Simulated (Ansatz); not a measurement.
# Rb: a line through a two-coordinate scan

How does the energy of Rb (Cmcm, No. 63; 2 atoms in the cell) vary with volume per atom, at stretch along c over the lengths across it = 1.062?

Computed with Ansatz 0.2.0 (DFT PBE+D3(BJ), scalar-relativistic, plane waves, PAW, unless a step's input says otherwise).

17 further runs of the same task are left out: 17 set aside as unsound or not needed.

### 1 The system as given

The structure is orthorhombic, space group Cmcm (No. 63). Conventional cell: a = 4.948 Å, b = 8.659 Å, c = 8.043 Å, α = 90.00°, β = 90.00°, γ = 90.00°.

Coordinates:

```cif
data_structure
_symmetry_space_group_name_H-M 'P 1'
_symmetry_Int_Tables_number 1
_cell_length_a 4.9867
_cell_length_b 4.9867
_cell_length_c 8.0429
_cell_angle_alpha 90.000
_cell_angle_beta 90.000
_cell_angle_gamma 120.513
_cell_volume 172.31
loop_
_atom_site_label
_atom_site_type_symbol
_atom_site_fract_x
_atom_site_fract_y
_atom_site_fract_z
_atom_site_occupancy
Rb1 Rb 0.83600 0.16400 0.75000 1
Rb2 Rb 0.16400 0.83600 0.25000 1
```

It goes back to an entry of the Materials Project, which need not be the stable form.

It is the result of an earlier relaxation at this level (volume 86.15 Å³/atom; gap on the mesh: none (metal)).

### 2 The scan

The energy is mapped over volume and the cell's shape.

First coordinate, volume per atom: 7 values from 79.26 to 93.05 Å³. Second coordinate, stretch along c over the lengths across it, relative to the relaxed cell: 7 values from 0.834 to 1.200.

Nothing else is relaxed (fractional coordinates fixed). Energies count from the relaxed crystal. Points are written as (first, second).

### 3 Grid point (79.26 Å³, 1.062)

input.yaml reads:

```yaml
crystal:
  lattice:
    - [2.3580605989, -4.1268297723, 0.0]
    - [2.3580605989, 4.1268297723, 0.0]
    - [0.0, 0.0, 8.1450454096]
  atoms:
    - { symbol: Rb, position: [0.8359965595, 0.1640034405, 0.75] }
    - { symbol: Rb, position: [0.1640034405, 0.8359965595, 0.25] }
basis:
  ecutwfc: 420
kpoints:
  mp_grid: { grid: [12, 12, 6] }
hamiltonian:
  xc: pbe
  dispersion: d3bj
scf:
  occupations: { method: gaussian, width: 0.15 }
output:
  forces: true
  stress: true
  eigenvalues: true
  write_density: true
  write_potential: true
  elf: true
  volumetric_format: npy
```

On the command line:

```
$ ansatz run input.yaml --threads 1 --pin off --max-ram 2048MiB --backend cpu --events-out ev --progress --plain --runs-dir out
```

What it wrote, shortened:

```text
Warning: RAYON_NUM_THREADS=1 ignored (pool sized by the plan → 1); use --threads N
[...]
Pseudopotentials: kind: paw
Pseudopotential: Rb, paw, valence charge 9, recommended cutoff 420 eV (normal), Rb.paw.azcp
Functional definition: PBE
[...]
Crystal: 2 atoms, lattice volume = 158.524 Å³
Basis set: ecut = 420 eV, 3085 PW (Γ), exchange–correlation on 64×64×120 points (8 copies of the dense FFT grid, shifted against one another)
Bands: 13, of which v1, the nominal top of the filled ones, is band 9 counted from 1 (8 counted from 0)
Symmetry: 8 space group operations
Space group: Cmcm (ITA 63), of the structure as read, at distance tolerance 5.4e-5 Å
k-points: 172 of 864
[...]
SCF iter   1: F=—  HF=-6534.902551 eV  |F-HF|=—  |Δ(HF+E_count)|=         —  Δρ=2.69e-4  dr2=2.75e-4  ethr=1.77e-3  ⟨swp⟩=7.2  Hψ=14637  notcnv=0
[...]
SCF iter   6: F=-6534.903234 eV  HF=-6534.903234 eV  |F-HF|=5.22e-9  |Δ(HF+E_count)|=   2.00e-7  Δρ=2.62e-6  dr2=1.61e-8  ethr=5.56e-10  ⟨swp⟩=11.0  Hψ=18549  notcnv=0
[...]
SCF converged after 6 iterations
Free energy (F): -6534.903234 eV
[...]
E sigma→0 (E₀):  -6534.893243 eV
Entropy (-TS):   -0.019982 eV (-9.991 meV/atom)
Fermi energy:    2.559792 eV
[...]
--- Forces (eV/Å), atoms counted from 1 ---
  atom   1  Rb     0.00000000     0.00023629     0.00000000
  atom   2  Rb     0.00000000    -0.00023629     0.00000000
[...]
--- Stress (GPa, compression-positive) ---
        0.406886       0.000000       0.000000
        0.000000       0.386983       0.000000
        0.000000       0.000000       0.097009
  P = ⅓ Tr σ = 0.2970 GPa (2.970 kbar)
--- Band table (eV; the first three rows and the last of 172) ---
  k-point 0: bands = ["-26.2746", "-26.2688", "-10.4392", "-10.3143", "-10.3115", "-10.3055", "-10.2983", "-10.2973", "0.4032", "2.5428", "3.1570", "5.9784", "6.1887"]
[...]
```

Run time: 23 s. Hardware: 1 thread of Arm Neoverse V2, shared host; peak memory 0.55 GiB.

Axes a, b and c in the maps are those of this run's conventional cell (a, b, c = 4.716, 8.254, 8.145 Å).

Density in a lattice plane of the grid's cell (edges 8.25 and 8.15 Å, at 0.000 of the third edge), which holds Rb.

Values in e/Å³, 12 rows by 12 columns:
```
0.02 0.07 0.13 0.06 0.02 0.01 0.01 0.01 0.02 0.02 0.02 0.02
0.06 0.75 1.73 0.66 0.05 0.02 0.02 0.02 0.02 0.02 0.02 0.02
0.12 1.70 1.02 1.56 0.10 0.02 0.02 0.02 0.02 0.02 0.02 0.02
0.06 0.75 1.72 0.66 0.05 0.02 0.02 0.02 0.02 0.02 0.02 0.02
0.02 0.07 0.13 0.06 0.02 0.01 0.01 0.01 0.02 0.02 0.02 0.02
0.02 0.02 0.02 0.02 0.02 0.01 0.01 0.01 0.02 0.02 0.02 0.02
0.02 0.02 0.02 0.02 0.02 0.01 0.01 0.01 0.02 0.06 0.13 0.07
0.06 0.02 0.02 0.02 0.02 0.02 0.02 0.02 0.05 0.66 1.72 0.75
0.12 0.02 0.02 0.02 0.02 0.02 0.02 0.02 0.10 1.56 1.02 1.70
0.06 0.02 0.02 0.02 0.02 0.02 0.02 0.02 0.05 0.66 1.73 0.75
0.02 0.02 0.02 0.02 0.02 0.01 0.01 0.01 0.02 0.06 0.13 0.07
0.02 0.02 0.02 0.02 0.02 0.01 0.01 0.01 0.02 0.02 0.02 0.02
```
Columns run along the first of these edges and rows up along the second, over one cell in 12 and 12 even steps from the bottom left corner. Atoms in the plane (fractional): Rb at (0.16, 0.75), Rb at (0.84, 0.25).

ELF in the same plane.

Values, 12 rows by 12 columns:
```
0.05 0.18 0.39 0.16 0.05 0.30 0.45 0.40 0.37 0.41 0.44 0.28
0.15 0.85 0.86 0.84 0.12 0.13 0.38 0.26 0.20 0.30 0.44 0.12
0.37 0.84 0.01 0.86 0.30 0.09 0.34 0.20 0.14 0.23 0.40 0.08
0.15 0.85 0.86 0.84 0.12 0.13 0.38 0.26 0.20 0.30 0.44 0.12
0.05 0.18 0.39 0.16 0.05 0.30 0.45 0.40 0.37 0.41 0.44 0.28
0.19 0.10 0.07 0.11 0.29 0.44 0.47 0.44 0.29 0.11 0.07 0.10
0.05 0.28 0.44 0.41 0.37 0.40 0.45 0.30 0.05 0.16 0.39 0.18
0.15 0.12 0.44 0.30 0.20 0.26 0.38 0.13 0.12 0.84 0.86 0.85
0.37 0.08 0.40 0.23 0.14 0.20 0.34 0.09 0.30 0.86 0.01 0.84
0.15 0.12 0.44 0.30 0.20 0.26 0.38 0.13 0.12 0.84 0.86 0.85
0.05 0.28 0.44 0.41 0.37 0.40 0.45 0.30 0.05 0.16 0.39 0.18
0.19 0.10 0.07 0.11 0.29 0.44 0.47 0.44 0.29 0.11 0.07 0.10
```
Columns run along the first of these edges and rows up along the second, over one cell in 12 and 12 even steps from the bottom left corner. Atoms in the plane (fractional): Rb at (0.16, 0.75), Rb at (0.84, 0.25).

Both are smooth fields of the valence electrons: close to the nuclei they are not physical.

On the map this point reads 8.3 meV/atom.

### 4 Grid point (81.56 Å³, 1.062)

Edit input.yaml of step 3 so:

```diff
@@ -2,5 +2,5 @@
   lattice:
-    - [2.3580605989, -4.1268297723, 0.0]
-    - [2.3580605989, 4.1268297723, 0.0]
-    - [0.0, 0.0, 8.1450454096]
+    - [2.380622772, -4.1663157158, 0.0]
+    - [2.380622772, 4.1663157158, 0.0]
+    - [0.0, 0.0, 8.2229780651]
   atoms:
@@ -21,5 +21 @@
   eigenvalues: true
-  write_density: true
-  write_potential: true
-  elf: true
-  volumetric_format: npy
```

On the command line:

```
$ ansatz run input.yaml --threads 1 --pin off --max-ram 2048MiB --backend cpu --events-out ev --progress --plain --runs-dir out
```

What it wrote, shortened:

```text
Warning: RAYON_NUM_THREADS=1 ignored (pool sized by the plan → 1); use --threads N
[...]
[... 3 set-up lines as earlier in the session ...]
[...]
Crystal: 2 atoms, lattice volume = 163.118 Å³
Basis set: ecut = 420 eV, 3141 PW (Γ), exchange–correlation on 72×72×120 points (8 copies of the dense FFT grid, shifted against one another)
Bands: 13, of which v1, the nominal top of the filled ones, is band 9 counted from 1 (8 counted from 0)
[... 1 set-up line as earlier in the session ...]
Space group: Cmcm (ITA 63), of the structure as read, at distance tolerance 5.5e-5 Å
k-points: 172 of 864
[...]
SCF iter   1: F=—  HF=-6534.909508 eV  |F-HF|=—  |Δ(HF+E_count)|=         —  Δρ=2.30e-4  dr2=1.94e-4  ethr=1.77e-3  ⟨swp⟩=7.2  Hψ=14737  notcnv=0
[...]
SCF iter   6: F=-6534.910098 eV  HF=-6534.910098 eV  |F-HF|=1.09e-9  |Δ(HF+E_count)|=   3.70e-8  Δρ=2.87e-6  dr2=2.41e-8  ethr=5.56e-10  ⟨swp⟩=6.5  Hψ=12363  notcnv=0
[...]
SCF converged after 6 iterations
Free energy (F): -6534.910098 eV
[...]
E sigma→0 (E₀):  -6534.900077 eV
Entropy (-TS):   -0.020040 eV (-10.020 meV/atom)
Fermi energy:    2.422923 eV
[...]
--- Forces (eV/Å), atoms counted from 1 ---
  atom   1  Rb    -0.00000000     0.00026918    -0.00000000
  atom   2  Rb     0.00000000    -0.00026918     0.00000000
[...]
--- Stress (GPa, compression-positive) ---
        0.288136      -0.000000      -0.000000
       -0.000000       0.268872      -0.000000
       -0.000000      -0.000000      -0.004503
  P = ⅓ Tr σ = 0.1842 GPa (1.842 kbar)
--- Band table (eV; the first three rows and the last of 172) ---
  k-point 0: bands = ["-26.4205", "-26.4155", "-10.5765", "-10.4636", "-10.4610", "-10.4554", "-10.4489", "-10.4481", "0.3070", "2.4123", "3.0029", "5.8255", "6.0311"]
[...]
```

It took 15 s on 1 thread of Arm Neoverse V2, shared host; peak memory 0.57 GiB.

That is 4.9 meV/atom from the zero.

### 5 Grid point (83.86 Å³, 1.062)

Edit input.yaml of step 4 so:

```diff
@@ -2,5 +2,5 @@
   lattice:
-    - [2.380622772, -4.1663157158, 0.0]
-    - [2.380622772, 4.1663157158, 0.0]
-    - [0.0, 0.0, 8.2229780651]
+    - [2.4027652016, -4.2050670685, 0.0]
+    - [2.4027652016, 4.2050670685, 0.0]
+    - [0.0, 0.0, 8.2994608727]
   atoms:
```

On the command line:

```
$ ansatz run input.yaml --threads 1 --pin off --max-ram 2048MiB --backend cpu --events-out ev --progress --plain --runs-dir out
```

What it wrote, shortened:

```text
Warning: RAYON_NUM_THREADS=1 ignored (pool sized by the plan → 1); use --threads N
[...]
[... 3 set-up lines as earlier in the session ...]
[...]
Crystal: 2 atoms, lattice volume = 167.712 Å³
Basis set: ecut = 420 eV, 3237 PW (Γ), exchange–correlation on 72×72×120 points (8 copies of the dense FFT grid, shifted against one another)
Bands: 13, of which v1, the nominal top of the filled ones, is band 9 counted from 1 (8 counted from 0)
[... 2 set-up lines as earlier in the session ...]
k-points: 172 of 864
[...]
SCF iter   1: F=—  HF=-6534.913304 eV  |F-HF|=—  |Δ(HF+E_count)|=         —  Δρ=2.16e-4  dr2=1.70e-4  ethr=1.77e-3  ⟨swp⟩=7.2  Hψ=14716  notcnv=0
[...]
SCF iter   6: F=-6534.913923 eV  HF=-6534.913923 eV  |F-HF|=4.78e-9  |Δ(HF+E_count)|=   7.33e-8  Δρ=3.39e-6  dr2=3.51e-8  ethr=5.56e-10  ⟨swp⟩=6.8  Hψ=13170  notcnv=0
[...]
SCF converged after 6 iterations
Free energy (F): -6534.913923 eV
[...]
E sigma→0 (E₀):  -6534.903861 eV
Entropy (-TS):   -0.020125 eV (-10.063 meV/atom)
Fermi energy:    2.293838 eV
[...]
--- Forces (eV/Å), atoms counted from 1 ---
  atom   1  Rb     0.00000000     0.00029828     0.00000000
  atom   2  Rb     0.00000000    -0.00029828     0.00000000
[...]
--- Stress (GPa, compression-positive) ---
        0.183112       0.000000       0.000000
        0.000000       0.164472       0.000000
        0.000000       0.000000      -0.093341
  P = ⅓ Tr σ = 0.0847 GPa (0.847 kbar)
--- Band table (eV; the first three rows and the last of 172) ---
  k-point 0: bands = ["-26.5598", "-26.5554", "-10.7079", "-10.6056", "-10.6033", "-10.5980", "-10.5922", "-10.5915", "0.2169", "2.2887", "2.8584", "5.6800", "5.8811"]
[...]
```

Run time: 15 s. Hardware: 1 thread of Arm Neoverse V2, shared host; peak memory 0.58 GiB.

Energy on the map's scale: 2.9 meV/atom.

### 6 The run at (86.15 Å³, 1.062)

Edit input.yaml of step 5 so:

```diff
@@ -2,5 +2,5 @@
   lattice:
-    - [2.4027652016, -4.2050670685, 0.0]
-    - [2.4027652016, 4.2050670685, 0.0]
-    - [0.0, 0.0, 8.2994608727]
+    - [2.424514805, -4.243130938, 0.0]
+    - [2.424514805, 4.243130938, 0.0]
+    - [0.0, 0.0, 8.3745868078]
   atoms:
```

On the command line:

```
$ ansatz run input.yaml --threads 1 --pin off --max-ram 2048MiB --backend cpu --events-out ev --progress --plain --runs-dir out
```

What it wrote, shortened:

```text
[...]
SCF converged after 6 iterations
Free energy (F): -6534.915070 eV
[...]
E sigma→0 (E₀):  -6534.904954 eV
Entropy (-TS):   -0.020233 eV (-10.116 meV/atom)
Fermi energy:    2.171878 eV
[...]
--- Forces (eV/Å), atoms counted from 1 ---
  atom   1  Rb     0.00000000     0.00032905     0.00000000
  atom   2  Rb     0.00000000    -0.00032905     0.00000000
[...]
--- Stress (GPa, compression-positive) ---
        0.090070       0.000000       0.000000
        0.000000       0.072053       0.000000
        0.000000       0.000000      -0.171113
  P = ⅓ Tr σ = -0.0030 GPa (-0.030 kbar)
--- Band table (eV; the first three rows and the last of 172) ---
  k-point 0: bands = ["-26.6928", "-26.6889", "-10.8339", "-10.7410", "-10.7389", "-10.7340", "-10.7287", "-10.7281", "0.1325", "2.1715", "2.7225", "5.5412", "5.7382"]
[...]
```

Wall time 15 s (1 thread of Arm Neoverse V2, shared host); peak memory 0.59 GiB.

That is 2.4 meV/atom from the zero.

### 7 Grid point (88.45 Å³, 1.062)

Edit input.yaml of step 6 so:

```diff
@@ -2,5 +2,5 @@
   lattice:
-    - [2.424514805, -4.243130938, 0.0]
-    - [2.424514805, 4.243130938, 0.0]
-    - [0.0, 0.0, 8.3745868078]
+    - [2.4458746839, -4.2805127526, 0.0]
+    - [2.4458746839, 4.2805127526, 0.0]
+    - [0.0, 0.0, 8.4483665841]
   atoms:
```

On the command line:

```
$ ansatz run input.yaml --threads 1 --pin off --max-ram 2048MiB --backend cpu --events-out ev --progress --plain --runs-dir out
```

What it wrote, shortened:

```text
[...]
SCF converged after 6 iterations
Free energy (F): -6534.913851 eV
[...]
E sigma→0 (E₀):  -6534.903672 eV
Entropy (-TS):   -0.020359 eV (-10.179 meV/atom)
Fermi energy:    2.056560 eV
[...]
--- Forces (eV/Å), atoms counted from 1 ---
  atom   1  Rb    -0.00000000     0.00035815    -0.00000000
  atom   2  Rb     0.00000000    -0.00035815     0.00000000
[...]
--- Stress (GPa, compression-positive) ---
        0.007645      -0.000000       0.000000
       -0.000000      -0.009791      -0.000000
        0.000000      -0.000000      -0.239166
  P = ⅓ Tr σ = -0.0804 GPa (-0.804 kbar)
--- Band table (eV; the first three rows and the last of 172) ---
  k-point 0: bands = ["-26.8199", "-26.8165", "-10.9546", "-10.8702", "-10.8682", "-10.8637", "-10.8589", "-10.8583", "0.0532", "2.0602", "2.5946", "5.4089", "5.6018"]
[...]
```

Run time: 15 s. Hardware: 1 thread of Arm Neoverse V2, shared host; peak memory 0.6 GiB.

That is 3.0 meV/atom from the zero.

### 8 Point (90.75 Å³, 1.062)

Edit input.yaml of step 7 so:

```diff
@@ -2,5 +2,5 @@
   lattice:
-    - [2.4458746839, -4.2805127526, 0.0]
-    - [2.4458746839, 4.2805127526, 0.0]
-    - [0.0, 0.0, 8.4483665841]
+    - [2.4668755212, -4.3172662103, 0.0]
+    - [2.4668755212, 4.3172662103, 0.0]
+    - [0.0, 0.0, 8.5209061843]
   atoms:
```

On the command line:

```
$ ansatz run input.yaml --threads 1 --pin off --max-ram 2048MiB --backend cpu --events-out ev --progress --plain --runs-dir out
```

What it wrote, shortened:

```text
[...]
SCF converged after 6 iterations
Free energy (F): -6534.910543 eV
[...]
E sigma→0 (E₀):  -6534.900292 eV
Entropy (-TS):   -0.020501 eV (-10.251 meV/atom)
Fermi energy:    1.947315 eV
[...]
--- Forces (eV/Å), atoms counted from 1 ---
  atom   1  Rb     0.00000000     0.00038552     0.00000000
  atom   2  Rb     0.00000000    -0.00038552    -0.00000000
[...]
--- Stress (GPa, compression-positive) ---
       -0.065518      -0.000000       0.000000
       -0.000000      -0.082357      -0.000000
        0.000000      -0.000000      -0.298738
  P = ⅓ Tr σ = -0.1489 GPa (-1.489 kbar)
--- Band table (eV; the first three rows and the last of 172) ---
  k-point 0: bands = ["-26.9415", "-26.9386", "-11.0705", "-10.9936", "-10.9918", "-10.9876", "-10.9832", "-10.9827", "-0.0214", "1.9544", "2.4740", "5.2825", "5.4716"]
[...]
```

It took 16 s on 1 thread of Arm Neoverse V2, shared host; peak memory 0.6 GiB.

On the map this point reads 4.6 meV/atom.

### 9 Changed: mp_grid.grid [10, 10, 5]

Edit input.yaml of step 8 so:

```diff
@@ -11,3 +11,3 @@
 kpoints:
-  mp_grid: { grid: [12, 12, 6] }
+  mp_grid: { grid: [10, 10, 5] }
 hamiltonian:
@@ -19,3 +19,3 @@
   forces: true
+  eigenvalues: true
   stress: true
-  eigenvalues: true
```

On the command line:

```
$ ansatz run input.yaml --threads 1 --pin off --max-ram 2048MiB --backend cpu --events-out ev --progress --plain --runs-dir out
```

What it wrote, shortened:

```text
Warning: RAYON_NUM_THREADS=1 ignored (pool sized by the plan → 1); use --threads N
[...]
[... 3 set-up lines as earlier in the session ...]
[...]
Crystal: 2 atoms, lattice volume = 181.498 Å³
Basis set: ecut = 420 eV, 3523 PW (Γ), exchange–correlation on 72×72×120 points (8 copies of the dense FFT grid, shifted against one another)
Bands: 13, of which v1, the nominal top of the filled ones, is band 9 counted from 1 (8 counted from 0)
[... 1 set-up line as earlier in the session ...]
Space group: Cmcm (ITA 63), of the structure as read, at distance tolerance 5.7e-5 Å
k-points: 93 of 500
[...]
SCF iter   1: F=—  HF=-6534.908266 eV  |F-HF|=—  |Δ(HF+E_count)|=         —  Δρ=2.57e-4  dr2=3.27e-4  ethr=1.77e-3  ⟨swp⟩=7.2  Hψ=7893  notcnv=0
[...]
SCF iter   7: F=-6534.909044 eV  HF=-6534.909044 eV  |F-HF|=2.29e-9  |Δ(HF+E_count)|=   3.85e-9  Δρ=1.11e-6  dr2=3.20e-9  ethr=5.56e-10  ⟨swp⟩=5.0  Hψ=5605  notcnv=0
[...]
SCF converged after 7 iterations
Free energy (F): -6534.909044 eV
[...]
E sigma→0 (E₀):  -6534.897720 eV
Entropy (-TS):   -0.022647 eV (-11.324 meV/atom)
Fermi energy:    1.951693 eV
[...]
--- Forces (eV/Å), atoms counted from 1 ---
  atom   1  Rb     0.00000000     0.00040754     0.00000000
  atom   2  Rb     0.00000000    -0.00040754    -0.00000000
[...]
--- Stress (GPa, compression-positive) ---
       -0.057838      -0.000000       0.000000
       -0.000000      -0.071789      -0.000000
        0.000000      -0.000000      -0.310509
  P = ⅓ Tr σ = -0.1467 GPa (-1.467 kbar)
--- Band table (eV; the first three rows and the last of 93) ---
  k-point 0: bands = ["-26.9417", "-26.9387", "-11.0705", "-10.9937", "-10.9920", "-10.9877", "-10.9834", "-10.9829", "-0.0215", "1.9543", "2.4739", "5.2824", "5.4715"]
[...]
```

Run time: 8.9 s. Hardware: 1 thread of Arm Neoverse V2, shared host; peak memory 0.47 GiB.

```
    run     ending  energy change  pressure (GPa)  gap (eV)  force (eV/Å)  cycles   time
 step 8  converged              0            -0.1      0.00          0.00       6   16 s
variant  converged  +0.7 meV/atom            -0.1      0.00          0.00       7  8.9 s
```

Changing the k-point mesh moves the energy by +0.7 meV/atom. The energy is not variational in the mesh, so the sign tells nothing. Cost: 7 SCF cycles against 6, 8.9 s against 16 s.

### 10 Grid point (93.05 Å³, 1.062)

Edit input.yaml of step 8 so:

```diff
@@ -2,5 +2,5 @@
   lattice:
-    - [2.4668755212, -4.3172662103, 0.0]
-    - [2.4668755212, 4.3172662103, 0.0]
-    - [0.0, 0.0, 8.5209061843]
+    - [2.4875158427, -4.3533887312, 0.0]
+    - [2.4875158427, 4.3533887312, 0.0]
+    - [0.0, 0.0, 8.5922005166]
   atoms:
```

On the command line:

```
$ ansatz run input.yaml --threads 1 --pin off --max-ram 2048MiB --backend cpu --events-out ev --progress --plain --runs-dir out
```

What it wrote, shortened:

```text
Warning: RAYON_NUM_THREADS=1 ignored (pool sized by the plan → 1); use --threads N
[...]
[... 3 set-up lines as earlier in the session ...]
[...]
Crystal: 2 atoms, lattice volume = 186.092 Å³
Basis set: ecut = 420 eV, 3659 PW (Γ), exchange–correlation on 72×72×120 points (8 copies of the dense FFT grid, shifted against one another)
Bands: 13, of which v1, the nominal top of the filled ones, is band 9 counted from 1 (8 counted from 0)
[... 2 set-up lines as earlier in the session ...]
k-points: 172 of 864
[...]
SCF iter   1: F=—  HF=-6534.904537 eV  |F-HF|=—  |Δ(HF+E_count)|=         —  Δρ=2.81e-4  dr2=4.21e-4  ethr=1.77e-3  ⟨swp⟩=7.3  Hψ=14723  notcnv=0
[...]
SCF iter   6: F=-6534.905390 eV  HF=-6534.905390 eV  |F-HF|=2.03e-9  |Δ(HF+E_count)|=   9.28e-8  Δρ=4.76e-6  dr2=8.01e-8  ethr=5.56e-10  ⟨swp⟩=4.3  Hψ=12140  notcnv=0
[...]
SCF converged after 6 iterations
Free energy (F): -6534.905390 eV
[...]
E sigma→0 (E₀):  -6534.895062 eV
Entropy (-TS):   -0.020657 eV (-10.329 meV/atom)
Fermi energy:    1.843760 eV
[...]
--- Forces (eV/Å), atoms counted from 1 ---
  atom   1  Rb     0.00000000     0.00041218     0.00000000
  atom   2  Rb     0.00000000    -0.00041218    -0.00000000
[...]
--- Stress (GPa, compression-positive) ---
       -0.130425      -0.000000       0.000000
       -0.000000      -0.146700      -0.000000
        0.000000      -0.000000      -0.350819
  P = ⅓ Tr σ = -0.2093 GPa (-2.093 kbar)
--- Band table (eV; the first three rows and the last of 172) ---
  k-point 0: bands = ["-27.0580", "-27.0554", "-11.1817", "-11.1115", "-11.1099", "-11.1060", "-11.1020", "-11.1016", "-0.0917", "1.8537", "2.3602", "5.1616", "5.3471"]
[...]
```

Wall time 16 s (1 thread of Arm Neoverse V2, shared host); peak memory 0.61 GiB.

Energy on the map's scale: 7.2 meV/atom.

### 11 What came out

| volume per atom (Å³) | step | energy (meV/atom) | slope (meV/atom per Å³) | pressure (GPa) |
| --- | --- | --- | --- | --- |
| 79.26 | 3 | 8.3 | −1.86 | 0.30 |
| 81.56 | 4 | 4.9 | −1.15 | 0.18 |
| 83.86 | 5 | 2.9 | −0.53 | 0.09 |
| 86.15 | 6 | 2.4 | 0.02 | 0.00 |
| 88.45 | 7 | 3.0 | 0.50 | −0.08 |
| 90.75 | 8 | 4.6 | 0.93 | −0.15 |
| 93.05 | 10 | 7.2 | 1.30 | −0.21 |

Energies count from the relaxed crystal. Slopes come from the forces (and the stress, where the cell changes), not from differences of energies.

```
                                                       run        outcome
step 9, run with mp_grid.grid [10, 10, 5] (against step 8)  +0.7 meV/atom
```

**Reading.** Along the line the energy is lowest at 86.15 Å³, 2.4 meV/atom from the zero. A fit to energies and slopes at the lowest point and its two neighbours puts the minimum at 86.062 Å³, with a curvature of about 0.23 meV/atom per (Å³)². V·d²E/dV² there is about 3.1 GPa, a bulk modulus under this line's constraint. The highest point computed, at 79.26 Å³, lies 5.9 meV/atom above the lowest. This is one cut through a surface in two coordinates; the map's lowest point lies off it. A rigid map gives upper bounds: relaxing the other coordinates can only lower a point.
